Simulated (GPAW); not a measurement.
Input of a GPAW 26.7.0 run:

Contents of run.py:

```python
from ase.dft.bandgap import bandgap
from ase.io import read, write
from ase.units import GPa
from gpaw import GPAW, PW

atoms = read('POSCAR')

calc = GPAW(mode=PW(600),
            xc='PBE',
            kpts={'size': (7, 7, 7), 'gamma': True},
            occupations={'name': 'fermi-dirac', 'width': 0.05},
            nbands=24,
            convergence={'density': 1e-05, 'energy': 1e-05},
            maxiter=80,
            txt='gpaw.txt')
atoms.calc = calc
energy = atoms.get_potential_energy()
forces = atoms.get_forces()
stress = atoms.get_stress()
calc.write('gs.gpw')
write('result.traj', atoms)
print(f'Energy: {energy:.6f} eV')
print('Forces (eV/A):')
print(forces.round(4))
print('Stress (GPa):', (stress / GPa).round(3))
print('Fermi level:', round(calc.get_fermi_level(), 4), 'eV')
print(f'Gap: {bandgap(calc)[0]:.4f} eV, direct: {bandgap(calc, direct=True)[0]:.4f} eV')
```

POSCAR

```
PbO2
1.0
    0.0000000000      2.7019920000      2.7019920000
    2.7019920000      0.0000000000      2.7019920000
    2.7019920000      2.7019920000      0.0000000000
Pb O
1 2
Direct
    0.0000000000      0.0000000000      0.0000000000
    0.7500000000      0.7500000000      0.7500000000
    0.2500000000      0.2500000000      0.2500000000
```

Potentials or basis: GPAW PAW data sets (gpaw-data 1.2.1), pw.

The run is started by

```sh
$ OMP_NUM_THREADS=1 python run.py
```

Problem. What does it give for the band gap on the k mesh?

Solution. None (metal or under the smearing width).

Problem. Estimate the pressure.

Solution. -5.7 GPa.

Caveat: the cutoff is short for stress and forces, so pressures can be off by a GPa or more. The run has no spin-orbit coupling, so splittings on Pb are missing.
